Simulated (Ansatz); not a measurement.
# TiO2: a line through a two-coordinate scan

One line of a two-coordinate grid on TiO2 (P4_2/mnm, No. 136; 6 atoms in the cell): amplitude of mode 1 (106i cm⁻¹) is varied, at equal normal strain along x, y and z = −2.50 %.

Method: DFT PBE, scalar-relativistic, plane waves, PAW, in Ansatz 0.2.0.

12 further runs of the same task are left out: 1 for a known fault of the program, 11 set aside as unsound or not needed.

### Step 1. The starting structure

Symmetry: P4_2/mnm, No. 136, tetragonal system. Conventional cell: a = 4.643 Å, b = 4.643 Å, c = 2.964 Å, α = 90.00°, β = 90.00°, γ = 90.00°. Around Ti (site symmetry mmm) lie 6 O at 1.96 to 2.00 Å. Around O (site symmetry m2m) lie 3 Ti at 1.96 to 2.00 Å.

Structure file:

```
Ti O
1.0
     4.64340    0.00000    0.00000
     0.00000    4.64340    0.00000
     0.00000    0.00000    2.96386
Ti O
2 4
Direct
  0.00000 0.00000 0.00000
  0.50000 0.50000 0.50000
  0.30510 0.30510 0.00000
  0.19490 0.80510 0.50000
  0.69490 0.69490 0.00000
  0.80510 0.19490 0.50000
```

It is the result of an earlier relaxation at this level (volume 10.65 Å³/atom; gap on the mesh: 1.86 eV).

### Step 2. What is varied

The energy is mapped over a normal mode and a strain (zone-centre modes of the cell shown) (x along [1 0 0], y along [0 1 0], z along [0 0 1] of the conventional cell).

- amplitude of mode 1 (106i cm⁻¹), largest displacement in the unstrained cell: 11 values from −0.087 to 0.087 Å
- equal normal strain along x, y and z: 7 values from −2.50 to 2.50 %

Nothing else is relaxed (the pattern is fixed in fractional coordinates). Energies count from the relaxed high-symmetry cell. Points are written as (first, second).

The modes come from a phonon run on the reference cell, made beforehand.

The patterns, per unit of each coordinate (Å):

| atom | x1 | y1 | z1 |
| --- | --- | --- | --- |
| Ti1 | 0.000 | 0.000 | -0.668 |
| Ti2 | 0.000 | 0.000 | -0.668 |
| O3 | 0.000 | 0.000 | 1.000 |
| O4 | 0.000 | 0.000 | 1.000 |
| O5 | 0.000 | 0.000 | 1.000 |
| O6 | 0.000 | 0.000 | 1.000 |

### Step 3. Point (−0.087 Å, −2.50 %)

Contents of input.yaml:

```yaml
crystal:
  lattice:
    - [4.527314821, 0.0, 0.0]
    - [0.0, 4.527314821, 0.0]
    - [0.0, 0.0, 2.8897670966]
  atoms:
    - { symbol: Ti, position: [0.0, 0.0, 0.0196221979] }
    - { symbol: Ti, position: [0.5, 0.5, 0.5196221979] }
    - { symbol: O, position: [0.3050970583, 0.3050970583, -0.0293535767] }
    - { symbol: O, position: [0.1949029417, 0.8050970583, 0.4706464233] }
    - { symbol: O, position: [0.6949029417, 0.6949029417, -0.0293535767] }
    - { symbol: O, position: [0.8050970583, 0.1949029417, 0.4706464233] }
basis:
  ecutwfc: 520.0
kpoints:
  mp_grid: { grid: [6, 6, 10] }
hamiltonian:
  xc: pbe
  pseudopotentials: { kind: paw, azcp: { folder: soft_1 } }
scf:
  occupations: { method: gaussian, width: 0.05 }
output:
  forces: true
  stress: true
  eigenvalues: true
```

The run is started by

```
ansatz run input.yaml --threads 4 --pin off --max-ram 8192MiB --backend cpu --events-out ev --progress --plain --runs-dir out
```

The log of the run (excerpt; [...] marks lines left out):

```text
Warning: RAYON_NUM_THREADS=4 ignored (pool sized by the plan → 4); use --threads N
[...]
Pseudopotentials: kind: paw
Pseudopotential: Ti, paw, valence charge 12, recommended cutoff 420 eV (normal), <dir>
Pseudopotential: O, paw, valence charge 6, recommended cutoff 420 eV (normal), <dir>
Functional definition: PBE
[...]
Crystal: 6 atoms, lattice volume = 59.230 Å³
Basis set: ecut = 520 eV, 1591 PW (Γ), exchange–correlation on 72×72×48 points (8 copies of the dense FFT grid, shifted against one another)
Bands: 30, of which v1, the nominal top of the filled ones, is band 24 counted from 1 (23 counted from 0)
Symmetry: 8 space group operations
Space group: P42nm (ITA 102), of the structure as read, at distance tolerance 3.9e-5 Å
k-points: 60 of 360 (time reversal used)
[...]
SCF iter   1: F=—  HF=-7277.431150 eV  |F-HF|=—  |Δ(HF+E_count)|=         —  Δρ=7.34e-2  dr2=2.98e0  ethr=3.10e-3  ⟨swp⟩=5.7  Hψ=6216  notcnv=0
[...]
SCF iter   8: F=-7276.959278 eV  HF=-7276.959278 eV  |F-HF|=8.83e-9  |Δ(HF+E_count)|=   4.25e-7  Δρ=5.39e-6  dr2=1.17e-8  ethr=2.08e-10  ⟨swp⟩=6.8  Hψ=7141  notcnv=0
[...]
SCF converged after 8 iterations
Free energy (F): -7276.959278 eV
[...]
E sigma→0 (E₀):  -7276.959278 eV
Fermi energy:    10.859732 eV
[...]
--- Forces (eV/Å), atoms counted from 1 ---
  atom   1  Ti    -0.00000000     0.00000000    -0.86093753
  atom   2  Ti    -0.00000000    -0.00000000    -0.86093753
  atom   3  O     -0.53791715    -0.53791715     0.43047582
  atom   4  O      0.53791715    -0.53791715     0.43047582
  atom   5  O      0.53791715     0.53791715     0.43047582
  atom   6  O     -0.53791715     0.53791715     0.43047582
[...]
--- Stress (GPa, compression-positive) ---
       21.476448       0.000000      -0.000000
        0.000000      21.476448       0.000000
       -0.000000       0.000000      28.618424
  P = ⅓ Tr σ = 23.8571 GPa (238.571 kbar)
--- Band table (eV; the first three rows and the last of 60) ---
[...]
```

Run time: 3.4 s. Hardware: 4 threads of Arm Neoverse V2, shared host; peak memory 0.4 GiB.

On the map this point reads 376 meV.

### Step 4. Grid point (−0.052 Å, −2.50 %)

Contents of input.yaml:

```yaml
crystal:
  lattice:
    - [4.527314821, 0.0, 0.0]
    - [0.0, 4.527314821, 0.0]
    - [0.0, 0.0, 2.8897670966]
  atoms:
    - { symbol: Ti, position: [0.0, 0.0, 0.0117733187] }
    - { symbol: Ti, position: [0.5, 0.5, 0.5117733187] }
    - { symbol: O, position: [0.3050970583, 0.3050970583, -0.017612146] }
    - { symbol: O, position: [0.1949029417, 0.8050970583, 0.482387854] }
    - { symbol: O, position: [0.6949029417, 0.6949029417, -0.017612146] }
    - { symbol: O, position: [0.8050970583, 0.1949029417, 0.482387854] }
basis:
  ecutwfc: 520.0
kpoints:
  mp_grid: { grid: [6, 6, 10] }
hamiltonian:
  xc: pbe
  pseudopotentials: { kind: paw, azcp: { folder: soft_1 } }
scf:
  occupations: { method: gaussian, width: 0.05 }
output:
  forces: true
  stress: true
  eigenvalues: true
  write_density: true
  write_potential: true
  elf: true
  volumetric_format: npy
```

The run is started by

```
ansatz run input.yaml --threads 4 --pin off --max-ram 8192MiB --backend cpu --events-out ev --progress --plain --runs-dir out
```

The log of the run (excerpt; [...] marks lines left out):

```text
Warning: RAYON_NUM_THREADS=4 ignored (pool sized by the plan → 4); use --threads N
[...]
[... 4 set-up lines as earlier in the session ...]
[...]
Crystal: 6 atoms, lattice volume = 59.230 Å³
Basis set: ecut = 520 eV, 1591 PW (Γ), exchange–correlation on 72×72×48 points (8 copies of the dense FFT grid, shifted against one another)
Bands: 30, of which v1, the nominal top of the filled ones, is band 24 counted from 1 (23 counted from 0)
[... 2 set-up lines as earlier in the session ...]
k-points: 60 of 360 (time reversal used)
[...]
SCF iter   1: F=—  HF=-7277.454765 eV  |F-HF|=—  |Δ(HF+E_count)|=         —  Δρ=7.35e-2  dr2=3.01e0  ethr=3.10e-3  ⟨swp⟩=5.6  Hψ=6223  notcnv=0
[...]
SCF iter   8: F=-7277.027898 eV  HF=-7277.027898 eV  |F-HF|=6.54e-9  |Δ(HF+E_count)|=   3.69e-7  Δρ=5.12e-6  dr2=9.92e-9  ethr=2.08e-10  ⟨swp⟩=12.4  Hψ=12098  notcnv=0
[...]
SCF converged after 8 iterations
Free energy (F): -7277.027898 eV
[...]
E sigma→0 (E₀):  -7277.027898 eV
Fermi energy:    10.855928 eV
[...]
--- Forces (eV/Å), atoms counted from 1 ---
  atom   1  Ti    -0.00000000     0.00000000    -0.39114650
  atom   2  Ti    -0.00000000     0.00000000    -0.39114650
  atom   3  O     -0.38462460    -0.38462460     0.19557755
  atom   4  O      0.38462460    -0.38462460     0.19557755
  atom   5  O      0.38462460     0.38462460     0.19557755
  atom   6  O     -0.38462460     0.38462460     0.19557755
[...]
--- Stress (GPa, compression-positive) ---
       19.538765       0.000000      -0.000000
        0.000000      19.538765       0.000000
       -0.000000       0.000000      25.748132
  P = ⅓ Tr σ = 21.6086 GPa (216.086 kbar)
--- Band table (eV; the first three rows and the last of 60) ---
[...]
```

It took 4.5 s on 4 threads of Arm Neoverse V2, shared host; peak memory 0.42 GiB.

Density in a lattice plane of the grid's cell (edges 4.53 and 4.53 Å, at 0.012 of the third edge), which holds Ti and O.

Ten even steps from ' ' (0.04 e/Å³) to '@' (11.92 e/Å³):
```
%%##++::                                  ::++##
++==::..                                  ..::==
....                              ..        ....
                              ..::::::..        
                            ..--==++==::..      
                          ..::==****++--..      
                            ::--++++==::..      
                            ..::::--::..        
                                ....            
                                                
              ....                              
          ..::--::::..                          
        ..::==++++--::                          
        ..--++****==::..                        
        ..::==++==--..                          
          ..::::::..                            
......        ..                              ..
++==::..                                  ..::==
%%##++::                                  ::++##
@@@@**--..                              ..--**@@
```
Columns run along the first of these edges and rows up along the second, over one cell in 24 and 20 even steps from the bottom left corner. Atoms in the plane (fractional): Ti at (0.00, 0.00), O at (0.31, 0.31), O at (0.69, 0.69).

ELF in the same plane.

Ten even steps from ' ' (0.02) to '@' (0.82):
```
%%%%@@%%==..              ..::::--::....==%%@@%%
@@%%%%++::              ..--++####**==::::++%%@@
****==::              ..--**%%@@@@@@%%**--::==**
::....                ::**%%@@@@@@@@@@@@##--..::
                    ..==##@@@@%%####%%@@@@##--  
                    ..==%%@@@@##++==**@@@@@@++..
                    ..==##@@@@%%****##@@@@@@**::
              ....  ..::++##@@@@@@@@@@@@@@%%++..
        ..::--==--::....::++##@@@@@@@@@@%%++--  
    ..::==**##%%##**==::..::==**##%%##**==::..  
    --++%%@@@@@@@@@@##++::....::--==--::..      
  ..++%%@@@@@@@@@@@@@@##++::..  ....            
  ::**@@@@@@##****%%@@@@##==..                  
  ..++@@@@@@**==++##@@@@%%==..                  
    --##@@@@%%####%%@@@@##==..                  
::::..--##@@@@@@@@@@@@%%**::                ....
****==::--**%%@@@@@@%%**--..              ::==**
@@@@%%++::::==**####++--..              ::++%%%%
%%%%@@%%==....::--::::..              ..==%%@@%%
**##@@%%++..                          ..++%%@@##
```
Columns run along the first of these edges and rows up along the second, over one cell in 24 and 20 even steps from the bottom left corner. Atoms in the plane (fractional): Ti at (0.00, 0.00), O at (0.31, 0.31), O at (0.69, 0.69).

Both are smooth fields of the valence electrons: close to the nuclei they are not physical.

Maxima of ELF outside the ion cores: 0.83 in the shell around O, 0.6 Å from O; 0.82 beside O, off the lines to its neighbours, 0.6 Å from O.

Energy on the map's scale: 308 meV.

### Step 5. Point (−0.035 Å, −2.50 %)

Contents of input.yaml:

```yaml
crystal:
  lattice:
    - [4.527314821, 0.0, 0.0]
    - [0.0, 4.527314821, 0.0]
    - [0.0, 0.0, 2.8897670966]
  atoms:
    - { symbol: Ti, position: [0.0, 0.0, 0.0078488792] }
    - { symbol: Ti, position: [0.5, 0.5, 0.5078488792] }
    - { symbol: O, position: [0.3050970583, 0.3050970583, -0.0117414307] }
    - { symbol: O, position: [0.1949029417, 0.8050970583, 0.4882585693] }
    - { symbol: O, position: [0.6949029417, 0.6949029417, -0.0117414307] }
    - { symbol: O, position: [0.8050970583, 0.1949029417, 0.4882585693] }
basis:
  ecutwfc: 520.0
kpoints:
  mp_grid: { grid: [6, 6, 10] }
hamiltonian:
  xc: pbe
  pseudopotentials: { kind: paw, azcp: { folder: soft_1 } }
scf:
  occupations: { method: gaussian, width: 0.05 }
output:
  forces: true
  stress: true
  eigenvalues: true
```

The run is started by

```
ansatz run input.yaml --threads 4 --pin off --max-ram 8192MiB --backend cpu --events-out ev --progress --plain --runs-dir out
```

The log of the run (excerpt; [...] marks lines left out):

```text
Warning: RAYON_NUM_THREADS=4 ignored (pool sized by the plan → 4); use --threads N
[...]
[... 4 set-up lines as earlier in the session ...]
[...]
Crystal: 6 atoms, lattice volume = 59.230 Å³
Basis set: ecut = 520 eV, 1591 PW (Γ), exchange–correlation on 72×72×48 points (8 copies of the dense FFT grid, shifted against one another)
Bands: 30, of which v1, the nominal top of the filled ones, is band 24 counted from 1 (23 counted from 0)
[... 2 set-up lines as earlier in the session ...]
k-points: 60 of 360 (time reversal used)
[...]
SCF iter   1: F=—  HF=-7277.459473 eV  |F-HF|=—  |Δ(HF+E_count)|=         —  Δρ=7.35e-2  dr2=3.03e0  ethr=3.10e-3  ⟨swp⟩=5.6  Hψ=6228  notcnv=0
[...]
SCF iter   8: F=-7277.045390 eV  HF=-7277.045390 eV  |F-HF|=4.36e-9  |Δ(HF+E_count)|=   3.23e-7  Δρ=5.00e-6  dr2=9.30e-9  ethr=2.08e-10  ⟨swp⟩=7.0  Hψ=7189  notcnv=0
[...]
SCF converged after 8 iterations
Free energy (F): -7277.045390 eV
[...]
E sigma→0 (E₀):  -7277.045390 eV
Fermi energy:    10.847588 eV
[...]
--- Forces (eV/Å), atoms counted from 1 ---
  atom   1  Ti    -0.00000000     0.00000000    -0.23346965
  atom   2  Ti    -0.00000000    -0.00000000    -0.23346965
  atom   3  O     -0.33967221    -0.33967221     0.11673792
  atom   4  O      0.33967221    -0.33967221     0.11673792
  atom   5  O      0.33967221     0.33967221     0.11673792
  atom   6  O     -0.33967221     0.33967221     0.11673792
[...]
--- Stress (GPa, compression-positive) ---
       18.934432       0.000000      -0.000000
        0.000000      18.934432       0.000000
       -0.000000       0.000000      24.855697
  P = ⅓ Tr σ = 20.9082 GPa (209.082 kbar)
--- Band table (eV; the first three rows and the last of 60) ---
[...]
```

Run time: 3.4 s. Hardware: 4 threads of Arm Neoverse V2, shared host; peak memory 0.4 GiB.

Energy on the map's scale: 290 meV.

### Step 6. Changed: xc_grid 2, occupations.method tetrahedron_uncorrected, width left out

Edit input.yaml of step 5 so:

```diff
@@ -14,2 +14,3 @@
   ecutwfc: 520.0
+  xc_grid: 2
 kpoints:
@@ -20,6 +21,6 @@
 scf:
-  occupations: { method: gaussian, width: 0.05 }
+  occupations: { method: tetrahedron_uncorrected }
 output:
   forces: true
+  eigenvalues: true
   stress: true
-  eigenvalues: true
```

The run is started by

```
ansatz run input.yaml --threads 4 --pin off --max-ram 8192MiB --backend cpu --events-out ev --progress --plain --runs-dir out
```

The log of the run:

```text
Warning: RAYON_NUM_THREADS=4 ignored (pool sized by the plan → 4); use --threads N
Engine: ansatz 0.2.0, aarch64-unknown-linux-gnu
[... 4 set-up lines as earlier in the session ...]
  parameter kappa = 0.804
  parameter beta = 0.06672455060314922
  exchange = pbe_x(kappa = kappa, mu = beta*pi^2/3)
  correlation = pbe_c(beta = beta)
Crystal: 6 atoms, lattice volume = 59.230 Å³
Basis set: ecut = 520 eV, 1591 PW (Γ), exchange–correlation on 72×72×48 points (8 copies of the dense FFT grid, shifted against one another)
Bands: 30, of which v1, the nominal top of the filled ones, is band 24 counted from 1 (23 counted from 0)
[... 2 set-up lines as earlier in the session ...]
k-points: 60 of 360 (time reversal used)
Non-local potential: Ti, projectors of the file, l = 0: 3, l = 1: 2, l = 2: 3, l = 3: 1
Non-local potential: O, projectors of the file, l = 0: 2, l = 1: 2, l = 2: 1
PAW form: soft (Blöchl's): semilocal exchange-correlation on the pseudo side does not see the compensation charge
PAW one-centre angular grid: Ti, 590 points (default); XC on 64 Gauss nodes
PAW one-centre angular grid: O, 110 points (default); XC on 64 Gauss nodes
Initial density: superposition of atomic densities (chi_scale 0.1, normalization cell, long waves kept (reshape's long-wave potential 0.00 eV rms))
Initial wavefunctions: pseudopotential atomic-orbital guess
Functional: x = pbe(κ = 0.804, μ = 0.2195149727645171), c = pbe(β = 0.06672455060314922)
SCF iter   1: F=—  HF=-7277.459471 eV  |F-HF|=—  |Δ(HF+E_count)|=         —  Δρ=7.36e-2  dr2=3.03e0  ethr=3.10e-3  ⟨swp⟩=5.9  Hψ=6327  notcnv=0
preconditioner: auto → Resta (q_TF=auto, 2.634 Å⁻¹)  ε∞=8.3  [insulator: Δε(μ)=2.409 eV  Ē_g=10.112 eV  n_scr=18 (ndim 8)  ℏωp=27.3 eV  f_vac=0.000  ε∞_Penn≈8.3]
SCF iter   2: F=—  HF=-7277.123642 eV  |F-HF|=—  |Δ(HF+E_count)|=   3.36e-1  Δρ=4.01e-2  dr2=8.13e-1  ethr=3.10e-3  ⟨swp⟩=2.0  Hψ=3332  notcnv=0  defer=92
SCF iter   3: F=—  HF=-7277.057985 eV  |F-HF|=—  |Δ(HF+E_count)|=   6.57e-2  Δρ=2.36e-2  dr2=3.43e-1  ethr=1.69e-3  ⟨swp⟩=2.0  Hψ=2686  notcnv=0  defer=92
SCF iter   4: F=—  HF=-7277.036151 eV  |F-HF|=—  |Δ(HF+E_count)|=   2.18e-2  Δρ=5.45e-3  dr2=1.56e-2  ethr=7.14e-4  ⟨swp⟩=2.0  Hψ=2959  notcnv=0  defer=92
SCF iter   5: F=—  HF=-7277.043985 eV  |F-HF|=—  |Δ(HF+E_count)|=   7.83e-3  Δρ=1.67e-3  dr2=1.77e-3  ethr=3.26e-5  ⟨swp⟩=2.1  Hψ=2896  notcnv=0  defer=91
SCF iter   6: F=—  HF=-7277.045267 eV  |F-HF|=—  |Δ(HF+E_count)|=   1.28e-3  Δρ=3.03e-4  dr2=3.98e-5  ethr=3.68e-6  ⟨swp⟩=2.0  Hψ=2778  notcnv=0  defer=91
SCF iter   7: F=—  HF=-7277.045388 eV  |F-HF|=—  |Δ(HF+E_count)|=   1.21e-4  Δρ=6.28e-5  dr2=2.13e-6  ethr=8.30e-8  ⟨swp⟩=2.0  Hψ=2984  notcnv=0  defer=91
SCF iter   8: F=-7277.045390 eV  HF=-7277.045390 eV  |F-HF|=1.82e-8  |Δ(HF+E_count)|=   1.79e-6  Δρ=1.26e-5  dr2=6.81e-8  ethr=2.08e-10  ⟨swp⟩=5.9  Hψ=8530  notcnv=0
SCF 1 converged in 8 iterations: F = -7277.045390 eV  dr2 = 6.81e-8
SCF converged after 8 iterations
Free energy (F): -7277.045390 eV
Harris-Foulkes:  -7277.045390 eV  (|F-HF|=1.82e-8)
Internal energy: -7277.045390 eV  (E = F + TS)
E sigma→0 (E₀):  -7277.045390 eV
Fermi energy:    9.781959 eV
--- Per-component energies (eV) ---
  E_band       = -358.473393
  E_kinetic    = 1241.163224
  E_local      = -3121.062918  (includes V_loc(G=0)·N_el)
  E_nonlocal   = 325.344764
  E_hartree    = 1186.902452
  E_xc         = -522.675878
  E_vxc        = -661.745372  (∫ρ·V_xc dr)
  E_paw        = -2732.339318  (= ΣΔE_a)
  E_vpaw       = -515.975565  (= ΣTr[D̂ρ^β])
  E_aug_tail   = 0.000860  (compensation charges beyond the density's cutoff)
  E_ewald      = -3654.378576
  E_smearing   = -0.000000  (= −TS)
  E_closure    = -0.000000  (closes the sum)
  Σ components = -7277.045390   (vs F -7277.045390, Δ=0.00e0)
--- Forces (eV/Å), atoms counted from 1 ---
  atom   1  Ti    -0.00000000     0.00000000    -0.23346668
  atom   2  Ti    -0.00000000     0.00000000    -0.23346668
  atom   3  O     -0.33966153    -0.33966153     0.11672470
  atom   4  O      0.33966153    -0.33966153     0.11672470
  atom   5  O      0.33966153     0.33966153     0.11672470
  atom   6  O     -0.33966153     0.33966153     0.11672470
  max |Σ_I F_I| component: 3.46e-5 eV/Å
--- Stress (GPa, compression-positive) ---
       18.934878       0.000000      -0.000000
        0.000000      18.934878       0.000000
       -0.000000       0.000000      24.855799
  P = ⅓ Tr σ = 20.9085 GPa (209.085 kbar)
--- Band table (eV; the first three rows and the last of 60) ---
  k-point 0: bands = ["-46.7883", "-46.7661", "-23.1859", "-23.1859", "-22.9718", "-22.9718", "-22.9196", "-22.8751", "-8.6061", "-7.3785", "-6.4907", "-6.4907", "3.8389", "4.2116", "4.5589", "5.8264", "5.8264", "7.1730", "7.1730", "7.8560", "9.1011", "9.3325", "9.3325", "9.7820", "11.9467", "12.2462", "12.4948", "12.6328", "12.6328", "14.6515"]
  k-point 1: bands = ["-46.7824", "-46.7613", "-23.1711", "-23.1711", "-22.9763", "-22.9690", "-22.9690", "-22.9350", "-8.4852", "-7.3034", "-6.5541", "-6.5541", "4.0000", "4.3377", "4.6820", "5.6923", "5.6923", "7.4022", "7.4022", "7.5245", "8.6644", "9.1298", "9.1298", "9.7368", "12.2123", "12.3542", "12.4142", "12.7614", "12.7614", "14.7337"]
  k-point 2: bands = ["-46.7669", "-46.7489", "-23.1312", "-23.1312", "-23.1222", "-23.0890", "-22.9627", "-22.9627", "-8.1565", "-7.1171", "-6.7194", "-6.7194", "4.4381", "4.6712", "5.0455", "5.5307", "5.5307", "6.7843", "7.7507", "7.8044", "7.8044", "8.6160", "8.6160", "9.5259", "12.2802", "12.5618", "12.7238", "13.0799", "13.0799", "14.4722"]
  k-point 59: bands = ["-46.7213", "-46.7206", "-23.4849", "-23.4754", "-23.0012", "-23.0012", "-22.9749", "-22.9749", "-7.2476", "-7.2476", "-6.8500", "-6.7928", "4.8540", "4.8540", "5.0594", "5.2250", "6.0297", "6.3179", "6.9777", "6.9777", "8.3204", "8.5803", "9.1425", "9.1425", "12.4231", "12.8540", "13.3158", "13.3158", "13.3967", "13.4372"]
```

Wall time 3.8 s (4 threads of Arm Neoverse V2, shared host); peak memory 0.39 GiB.

| run | ending | energy change | pressure (GPa) | gap (eV) | force (eV/Å) | cycles | time |
| --- | --- | --- | --- | --- | --- | --- | --- |
| step 5 | converged | 0 | 20.9 | 2.13 | 0.49 | 8 | 3.4 s |
| variant | converged | 0.0 meV/atom (σ→0) | 20.9 | 2.13 | 0.49 | 8 | 3.8 s |

The changed input (smearing) leaves the energy the same to the digits printed.

[end of part 1 of 2]
